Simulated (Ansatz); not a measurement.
NbP in the zincblende structure

Computed with Ansatz (plane waves, PAW, 420 eV cutoff): PBEsol, scalar-relativistic, no spin polarisation, Γ-centred 10×10×10 mesh, 0.05 eV Gaussian smearing; PAW files: Ansatz's generated set soft_2.

```cif
data_structure
_symmetry_space_group_name_H-M 'F-43m'
_symmetry_Int_Tables_number 216
_cell_length_a 5.5268
_cell_length_b 5.5268
_cell_length_c 5.5268
_cell_angle_alpha 90.000
_cell_angle_beta 90.000
_cell_angle_gamma 90.000
_cell_volume 168.82
loop_
_atom_site_label
_atom_site_type_symbol
_atom_site_symmetry_multiplicity
_atom_site_Wyckoff_symbol
_atom_site_fract_x
_atom_site_fract_y
_atom_site_fract_z
_atom_site_occupancy
Nb1 Nb 4 a 0.00000 0.00000 0.00000 1
P1 P 4 d 0.25000 0.25000 0.75000 1
```

The start was a prototype's sites filled with these elements. The Crystallography Open Database lists the compound in space group I41/amd, so this is a trial structure.

The cell above was scaled in volume, its shape and atoms being fixed by the lattice's symmetry. Energies are counted from the cell above.

```tsv
V (Å³/atom)	ΔE (meV/atom)	P from the stress (GPa)
20.258	13.37	5.26
20.680	3.24	2.51
21.103	0.00	0.02
21.525	3.00	-2.23
21.947	11.65	-4.28
```

Question: Do the energies and the pressures agree? Compare −ΔE/ΔV between neighbouring points (1 meV/Å³ = 0.1602 GPa) with the mean of their pressures.

Answer: 
| interval (Å³/atom) | −ΔE/ΔV (GPa) | mean P (GPa) |
| --- | --- | --- |
| 20.26 to 20.68 | 3.8 | 3.9 |
| 20.68 to 21.10 | 1.2 | 1.3 |
| 21.10 to 21.52 | -1.1 | -1.1 |
| 21.52 to 21.95 | -3.3 | -3.3 |
They differ by 0.04 GPa at most.

Question: What do the two routes give for V0, B0 and B0′?

Answer: A third-order Birch–Murnaghan fit of the energies: V0 = 21.10 Å³/atom, B0 = 118 GPa, B0′ = 4.0. A polynomial of P in ln V, with B = −dP/d ln V at P = 0: V0 = 21.11 Å³/atom, B0 = 118 GPa, B0′ = 4.0.

B0·V0 = 118.3 GPa × 21.10 Å³ = 15.58 eV/atom sets the scale: near the minimum ΔE ≈ ½ B0 V0 x², with x = V/V0 − 1, and a pressure of 1.2 GPa squeezes the volume by about 1 %. At the ends of the curve: x = −4.0 % predicts 12.5 meV/atom and the run gives 13.4; x = +4.0 % predicts 12.4 meV/atom and the run gives 11.6. The curve is steeper than the parabola on the compressed side and flatter on the expanded side: the bulk modulus rises with pressure. The run is a metal.
